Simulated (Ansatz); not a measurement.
# H: the cost of one run

Program: Ansatz 0.2.0. Level of theory: DFT PBE, scalar-relativistic, plane waves, PAW. These are calculated values, not measurements.

12 further runs of the same task are left out: 12 set aside as unsound or not needed.

**1. The starting structure**

It takes space group P6_3/mmc (No. 194, hexagonal). The conventional cell has a = 5.699 Å, b = 5.699 Å, c = 4.281 Å, α = 90.00°, β = 90.00°, γ = 120.00°. H (site symmetry -6m2) has 8 H at 3.92 to 4.28 Å as nearest neighbours.

Coordinates:

```cif
data_structure
_symmetry_space_group_name_H-M 'P 1'
_symmetry_Int_Tables_number 1
_cell_length_a 5.6985
_cell_length_b 5.6985
_cell_length_c 4.2806
_cell_angle_alpha 90.000
_cell_angle_beta 90.000
_cell_angle_gamma 120.000
_cell_volume 120.38
loop_
_atom_site_label
_atom_site_type_symbol
_atom_site_fract_x
_atom_site_fract_y
_atom_site_fract_z
_atom_site_occupancy
H1 H 0.33333 0.66667 0.25000 1
H2 H 0.66667 0.33333 0.75000 1
```

It goes back to an entry of the Materials Project, which need not be the stable form.

This cell was relaxed beforehand with the same method: volume 60.19 Å³/atom, gap on the mesh 6.79 eV, site moments up to 1.0 μB.

**2. Plan of the line**

The energy is mapped over volume and the cell's shape.

- volume per atom: 7 values from 50.56 to 69.82 Å³
- c/a of the conventional cell: 7 values from 0.626 to 0.901

Nothing else is relaxed (symmetry fixes all fractional coordinates). Energies count from the relaxed crystal. Points are written as (first, second).

**3. The run at (50.56 Å³, 0.798)**

Input file input.yaml:

```yaml
crystal:
  lattice:
    - [5.2690408864, 0.0, 0.0]
    - [-2.6345204432, 4.5631232612, 0.0]
    - [0.0, 0.0, 4.2057484355]
  atoms:
    - { symbol: H, position: [0.3333333333, 0.6666666667, 0.25], spin: 1.05 }
    - { symbol: H, position: [0.6666666667, 0.3333333333, 0.75], spin: 1.05 }
basis:
  ecutwfc: 520.0
kpoints:
  mp_grid: { grid: [6, 6, 6] }
hamiltonian:
  xc: pbe
scf:
  occupations: { method: gaussian, width: 0.05 }
output:
  forces: true
  stress: true
  eigenvalues: true
  populations: true
magnetization:
  spin_polarized: true
```

Run with:

```bash
$ ansatz run input.yaml --threads 1 --pin off --max-ram 2048MiB --backend cpu --events-out ev --progress --plain --runs-dir out
```

Q: Estimate wall time and peak memory on 1 thread of Arm Neoverse V1, shared host.

About 14 s, with a peak of 0.31 GiB.
